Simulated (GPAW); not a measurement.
NaF (Villiaumite):

```xyz
2
Lattice="0.0000 2.3200 2.3200 2.3200 0.0000 2.3200 2.3200 2.3200 0.0000" Properties=species:S:1:pos:R:3 pbc="T T T"
Na    0.0000    0.0000    0.0000
F     2.3200    2.3200    2.3200
```

Base run:

* Program: GPAW 26.7.0
* Functional: PBEsol
* Potentials or basis: PAW data sets generated in the run's folder for this functional
* Cutoff: 800 eV
* Basis: pw
* k mesh: 10 × 10 × 10
* Occupations: fermi-dirac, width 0.05 eV
* Spin: no spin polarisation

Its results: band gap on the k mesh 6.16 eV, direct.

Problem. The run is repeated on the same cell with these changes: functional from PBEsol to TB-mBJ; potentials or basis from PAW data sets generated in the run's folder for this functional to GPAW PAW data sets for LDA (gpaw-data 1.2.1). What comes out?

Solution. Band gap on the k mesh 10.83 eV, direct.

Caveats: a model potential gives levels but no total energy (some runs).

A k mesh can miss the band edges.

Not every run made on this cell is shown here.
